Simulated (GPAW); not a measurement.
# HfC (Fm-3m) in GPAW: single point with PBE+U

Aim: the single point of HfC with PBE+U.

All numbers are computed with GPAW 26.7.0; they aren't measurements. Logs are shortened: lines on timing, memory, paths and dates and some standing lists are left out, and cuts for length are marked. The log counts tension as positive stress, the text compression.

## (1) Starting point

It takes space group Fm-3m (No. 225, cubic). The conventional cell has a = 4.650 Å, b = 4.650 Å, c = 4.650 Å, α = 90.00°, β = 90.00°, γ = 90.00°. Hf (site symmetry m-3m) is surrounded by 6 C at 2.32 Å. Around C (site symmetry m-3m) lie 6 Hf at 2.32 Å.

## (2) Single point, PBE+U

File run.py:

```python
from ase.dft.bandgap import bandgap
from ase.io import read, write
from ase.units import GPa
from gpaw import GPAW, PW

atoms = read('HfC.cif')

calc = GPAW(mode=PW(550),
            xc='PBE',
            kpts={'size': (8, 8, 8), 'gamma': True},
            occupations={'name': 'fermi-dirac', 'width': 0.05},
            setups={'Hf': ':d,6.2'},
            nbands=18,
            maxiter=120,
            txt='gpaw.txt')
atoms.calc = calc
energy = atoms.get_potential_energy()
forces = atoms.get_forces()
stress = atoms.get_stress()
calc.write('gs.gpw')
write('result.traj', atoms)
print(f'Energy: {energy:.6f} eV')
print('Forces (eV/A):')
print(forces.round(4))
print('Stress (GPa):', (stress / GPa).round(3))
print('Fermi level:', round(calc.get_fermi_level(), 4), 'eV')
print(f'Gap: {bandgap(calc)[0]:.4f} eV, direct: {bandgap(calc, direct=True)[0]:.4f} eV')
```

File HfC.cif:

```cif
data_HfC
_cell_length_a 3.28804653
_cell_length_b 3.28804653
_cell_length_c 3.28804653
_cell_angle_alpha 60.00000000
_cell_angle_beta 60.00000000
_cell_angle_gamma 60.00000000
_space_group_name_H-M_alt 'P1'
_space_group_name_Hall 'P 1'
_space_group_IT_number 1
loop_
_space_group_symop_operation_xyz
'x,y,z'
loop_
_atom_site_label
_atom_site_type_symbol
_atom_site_symmetry_multiplicity
_atom_site_Wyckoff_symbol
_atom_site_fract_x
_atom_site_fract_y
_atom_site_fract_z
_atom_site_occupancy
Hf1 Hf 1 a 0.5000000000 0.5000000000 0.5000000000 1
C1 C 1 a 0.0000000000 0.0000000000 0.0000000000 1
```

Potentials or basis: GPAW PAW data sets (gpaw-data 1.2.1), pw.

The run is started by

```
> OMP_NUM_THREADS=1 python run.py
```

gpaw.txt:

```text
__  _  _
 | _ |_)|_||  |
 |__||  | ||/\| - 26.7.0

Input parameters:
  mode=PW(ecut=550.0),
  kpts=MonkhorstPack(size=(8, 8, 8), gamma=True),
  maxiter=120,
  nbands=18,
  occupations=Occupations(name='fermi-dirac', width=0.05),
  setups={'Hf': ':d,6.2'},
  xc=XC(name='PBE')

Diagonalizing LCAO Hamiltonian
Converting LCAO to pw mode

                 Hf

       C

Atoms  # Å, Bohr magnetons
|   | symbol |        x |        y |        z |    initial magnetic moments |
|---|--------|----------|----------|----------|-----------------------------|
| 0 |     Hf | 3.288047 | 1.898355 | 1.342339 | ( 0.0000,  0.0000,  0.0000) |
| 1 |      C | 0.000000 | 0.000000 | 0.000000 | ( 0.0000,  0.0000,  0.0000) |

Unit cell  # Å
| periodic |        x |        y |        z |  lengths |    angles |
|----------|----------|----------|----------|----------|-----------|
|      yes | 3.288047 | 0.000000 | 0.000000 | 3.288047 | 60.000000 |
|      yes | 1.644023 | 2.847532 | 0.000000 | 3.288047 | 60.000000 |
|      yes | 1.644023 | 0.949177 | 2.684679 | 3.288047 | 60.000000 |

Number of symmetries: 48
Symmetry operations  # r_c * U_cc + t_c -> r_c
|    | kind |            matrix            |
|----|------|------------------------------|
|  0 |  σ   |  1, 0, 0,  1, 0,-1,  1,-1, 0 |
|  1 |  C2  |  1, 0, 0,  1,-1, 0,  1, 0,-1 |
|  2 |  E   |  1, 0, 0,  0, 1, 0,  0, 0, 1 |
|  3 |  σ   |  1, 0, 0,  0, 0, 1,  0, 1, 0 |
|  4 |  C4  |  1, 0,-1,  1, 0, 0,  1,-1, 0 |
|  5 |  S6  |  1, 0,-1,  1,-1, 0,  1, 0, 0 |
|  6 |  σ   |  1, 0,-1,  0, 1,-1,  0, 0,-1 |
|  7 |  C3  |  1, 0,-1,  0, 0,-1,  0, 1,-1 |
|  8 |  S6  |  1,-1, 0,  1, 0, 0,  1, 0,-1 |
|  9 |  C4  |  1,-1, 0,  1, 0,-1,  1, 0, 0 |
| 10 |  C3  |  1,-1, 0,  0,-1, 1,  0,-1, 0 |
| 11 |  σ   |  1,-1, 0,  0,-1, 0,  0,-1, 1 |
| 12 |  σ   |  0, 1, 0,  1, 0, 0,  0, 0, 1 |
| 13 |  C4  |  0, 1, 0,  0, 1,-1, -1, 1, 0 |
| 14 |  C3  |  0, 1, 0,  0, 0, 1,  1, 0, 0 |
| 15 |  S6  |  0, 1, 0, -1, 1, 0,  0, 1,-1 |
| 16 |  C2  |  0, 1,-1,  1, 0,-1,  0, 0,-1 |
| 17 |  σ   |  0, 1,-1,  0, 1, 0, -1, 1, 0 |
| 18 |  S4  |  0, 1,-1,  0, 0,-1,  1, 0,-1 |
| 19 |  C4  |  0, 1,-1, -1, 1, 0,  0, 1, 0 |
| 20 |  C3  |  0, 0, 1,  1, 0, 0,  0, 1, 0 |
| 21 |  σ   |  0, 0, 1,  0, 1, 0,  1, 0, 0 |
| 22 |  S6  |  0, 0, 1,  0,-1, 1, -1, 0, 1 |
| 23 |  C4  |  0, 0, 1, -1, 0, 1,  0,-1, 1 |
| 24 |  S4  |  0, 0,-1,  1, 0,-1,  0, 1,-1 |
| 25 |  C3  |  0, 0,-1,  0, 1,-1,  1, 0,-1 |
| 26 |  C2  |  0, 0,-1,  0,-1, 0, -1, 0, 0 |
| 27 |  S6  |  0, 0,-1, -1, 0, 0,  0,-1, 0 |
| 28 |  S4  |  0,-1, 1,  1,-1, 0,  0,-1, 0 |
| 29 |  C4  |  0,-1, 1,  0, 0, 1, -1, 0, 1 |
| 30 |  C2  |  0,-1, 1,  0,-1, 0,  1,-1, 0 |
| 31 |  σ   |  0,-1, 1, -1, 0, 1,  0, 0, 1 |
| 32 |  C3  |  0,-1, 0,  1,-1, 0,  0,-1, 1 |
| 33 |  S6  |  0,-1, 0,  0, 0,-1, -1, 0, 0 |
| 34 |  S4  |  0,-1, 0,  0,-1, 1,  1,-1, 0 |
| 35 |  C2  |  0,-1, 0, -1, 0, 0,  0, 0,-1 |
| 36 |  C2  | -1, 1, 0,  0, 1, 0,  0, 1,-1 |
| 37 |  S6  | -1, 1, 0,  0, 1,-1,  0, 1, 0 |
| 38 |  S4  | -1, 1, 0, -1, 0, 1, -1, 0, 0 |
| 39 |  C3  | -1, 1, 0, -1, 0, 0, -1, 0, 1 |
| 40 |  S6  | -1, 0, 1,  0, 0, 1,  0,-1, 1 |
| 41 |  C2  | -1, 0, 1,  0,-1, 1,  0, 0, 1 |
| 42 |  C3  | -1, 0, 1, -1, 1, 0, -1, 0, 0 |
| 43 |  S4  | -1, 0, 1, -1, 0, 0, -1, 1, 0 |
| 44 |  C2  | -1, 0, 0,  0, 0,-1,  0,-1, 0 |
| 45 |  i   | -1, 0, 0,  0,-1, 0,  0, 0,-1 |
| 46 |  σ   | -1, 0, 0, -1, 1, 0, -1, 0, 1 |
| 47 |  C2  | -1, 0, 0, -1, 0, 1, -1, 1, 0 |

BZ-sampling:
  Number of BZ points: 512
  Number of IBZ points: 29

  Monkhorst-Pack size: [8, 8, 8]
  Monkhorst-Pack shift: [0.0625, 0.0625, 0.0625]

K-points  # in reciprocal-cell coordinates
|     |                                coordinates |     weight |
|-----|--------------------------------------------|------------|
|   0 | (  0.00000000,   0.00000000,   0.00000000) | 0.00195312 |
|   1 | (  0.12500000,   0.12500000,   0.00000000) | 0.01171875 |
|   2 | (  0.12500000,   0.12500000,   0.12500000) | 0.01562500 |
|   3 | (  0.25000000,   0.12500000,   0.12500000) | 0.02343750 |
|   4 | (  0.25000000,   0.25000000,   0.00000000) | 0.01171875 |
|   5 | (  0.25000000,   0.25000000,   0.12500000) | 0.04687500 |
|   6 | (  0.25000000,   0.25000000,   0.25000000) | 0.01562500 |
|   7 | (  0.37500000,   0.25000000,  -0.37500000) | 0.04687500 |
|   8 | (  0.37500000,   0.25000000,   0.12500000) | 0.04687500 |
|   9 | (  0.37500000,   0.25000000,   0.25000000) | 0.04687500 |
| ... |                                            |            |
|  28 | (  0.50000000,   0.50000000,   0.50000000) | 0.00781250 |

Plane wave coefficients: 754
Cutoff: 550.0 eV

Spin-components: 1 (collinear spins)
Bands:           18
Projectors:      11
Spin-degeneracy: 2
Datatype:        complex128

Parallelization:
  kpt:    1
  domain: 1
  band:   1

Density:
  Valence electrons: 16.0
  Components: 1
  Grid points: [18 18 18]
  Charge: 0.0  # |e|

Potential:
  Grid points: [18 18 18]

species:
  Hf:
    name:    Hafnium
    Z:       72.0
    valence: 12
    core:    60
    charge:  0.0  # [|e|]
    Hubbard: {U: 6.2,  # eV
              l: 2,
              scale: True}
    compensation charges:
      type: gauss
      rc: 0.41  # [Å]
      lmax: 2
    cutoffs:
      filter: 2.36  # [Å]
      core: 4.02  # [Å]
    projectors
    | kind |    occ | energy [eV] | rcut [Å] |
    |------|--------|-------------|----------|
    |   5s |  2.000 |     -66.831 |    1.397 |
    |   6s |  2.000 |      -5.097 |    1.397 |
    |   5p |  6.000 |     -35.599 |    1.307 |
    |   6p |  0.000 |      -1.401 |    1.307 |
    |   5d |  2.000 |      -2.699 |    1.334 |
    |    d |        |      24.513 |    1.334 |

    Using partial waves for Hf as LCAO basis

  C:
    name:    Carbon
    Z:       6.0
    valence: 4
    core:    2
    charge:  0.0  # [|e|]
    compensation charges:
      type: gauss
      rc: 0.20  # [Å]
      lmax: 2
    cutoffs:
      filter: 1.14  # [Å]
      core: 1.14  # [Å]
    projectors
    | kind |    occ | energy [eV] | rcut [Å] |
    |------|--------|-------------|----------|
    |   2s |  2.000 |     -13.751 |    0.635 |
    |   2p |  2.000 |      -5.284 |    0.635 |
    |    s |        |      13.461 |    0.635 |
    |    p |        |      21.927 |    0.635 |
    |    d |        |       0.000 |    0.635 |

    Using partial waves for C as LCAO basis

Reference energy: -410913.743391  # eV

eigensolver:
  PPCG
  Converge bands: occupied
  niter=2

density mixing:
  MSR1-Mixer
  Pratt-step length: 0.05
  Maximum mixing coefficient: 0.75
  Old densities: 10
  SVD Regularization: 0.005
  Good broyden scale: 1.0
  Trust region scale: 1.0
  Backstep threshold: 4.0
  History deletion threshold: 6.0
  Fourier metric: weight=20.0, sigma=0.015

occupation numbers:
  Fermi-Dirac:
    width: 0.0500  # eV

poisson solver:
  ecut: 4400.0  # eV

xc functional:
  name: PBE with 2 nearest neighbor stencil

convergence criteria:
- Maximum [total energy] change in last 3 cyles: 0.0005 eV / valence electron
- Maximum integral of absolute [dens]ity change: 0.0001 electrons / valence electron
- Maximum integral of absolute [eigenst]ate change: 4e-08 eV^2 / valence electron
maximum number of iterations: 120

SCF iterations
|iter     | |      energy | eigst |  dens |
|---------|-|-------------|-------|-------|
|iter:   1| |  -16.834732 | -0.28 |       |
|iter:   2| |  -15.937461 | -2.44 | -0.72 |
|iter:   3| |  -13.599714 | -1.31 | -0.78 |
|iter:   4| |  -13.637374 | -2.87 | -1.49 |
|iter:   5| |  -13.679185 | -3.05 | -1.75 |
|iter:   6| |  -13.683350 | -4.06 | -2.49 |
|iter:   7| |  -13.684248c| -4.81 | -2.97 |
|iter:   8| |  -13.684415c| -5.31 | -3.37 |
|iter:   9| |  -13.684415c| -8.08c| -4.47c|

Converged in 9 steps
Energy contributions relative to reference atoms: (reference = -410913.743391)

Energy contributions:
  Kinetic:          21.526785
  Coulomb:         -21.964500
  Zero:             -0.267320
  External:          0.000000
  Xc:              -12.978558
  Entropy:          -0.001645
  Spinorbit:         0.000000
  ----------------------------
  Free energy:     -13.685238
  Extrapolated:    -13.684415

dipole moment: (-13.042189, -7.529911, -5.324451)  # |e|*Ang

Fermi level: 12.016
Eigenvalues  # (at kpt = [0.000, 0.000, 0.000])
| band index |      eig [eV] | occ [0-2] |
|------------|---------------|-----------|
|          0 |       -50.776 |     2.000 |
|          1 |       -19.330 |     2.000 |
|          2 |       -19.330 |     2.000 |
|          3 |       -19.330 |     2.000 |
|          4 |        -0.898 |     2.000 |
|          5 |        12.704 |     0.000 |
|          6 |        12.704 |     0.000 |
|          7 |        12.704 |     0.000 |
|          8 |        14.688 |     0.000 |
|          9 |        14.688 |     0.000 |
|         10 |        14.688 |     0.000 |
|         11 |        15.672 |     0.000 |
|         12 |        15.672 |     0.000 |
|        ... |               |           |
|         17 |        36.899 |     0.000 |

No gap
No difference between direct/indirect transitions

Forces  # eV/Ang
|       x |       y |        z |
|---------|---------|----------|
| 0.00000 | 0.00000 | -0.00000 |  # Hf   0
| 0.00000 | 0.00000 |  0.00000 |  # C    1

Stress tensor  # eV/Ang^3
|         x |         y |         z |
|-----------|-----------|-----------|
| -0.158410 |  0.000000 |  0.000000 |
|  0.000000 | -0.158410 |  0.000000 |
|  0.000000 |  0.000000 | -0.158410 |

# Writing to gs.gpw (mode='')
```

It took 11 s on 1 thread of Arm Neoverse V1, shared host; peak memory 0.13 GiB.

These settings aren't checked as converged: the numbers below hold their error.

What came out:

- Free energy: -13.6852 eV
- Pressure: 25.4 GPa
- Band gap on the k mesh: none (metal or under the smearing width)

Caveat: the cutoff is short for stress and forces, so pressures can be off by a GPa or more; U without spin polarisation on a metal has little footing; the U is typed as a test and isn't derived for this compound.
